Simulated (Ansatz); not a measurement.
# Equation of state of indium, dhcp

The calculation used DFT, RPBE, plane waves (420 eV) with PAW, scalar-relativistic (Ansatz 0.2.0). (PAW data from PBE, frozen cores regenerated.)

The cell is scaled uniformly from the relaxed one, with fractional coordinates and shape fixed. Energies are extrapolated to zero smearing, pressures are those at the given smearing. Magnetic state: spin not included.

| V (Å³/atom) | E − E₀ (meV/atom) | P (GPa) |
| --- | --- | --- |
| 25.357 | 50.0 | 5.37 |
| 26.509 | 20.0 | 3.13 |
| 27.662 | 4.4 | 1.38 |
| 28.815 | 0.0 | 0.02 |
| 29.967 | 4.3 | -1.04 |
| 31.120 | 15.4 | -1.86 |
| 32.272 | 31.7 | -2.49 |

Problem. Fit a third-order Birch-Murnaghan equation.

Solution. V₀ = 28.77 Å³/atom, B₀ = 30 GPa, B₀′ = 5.3.
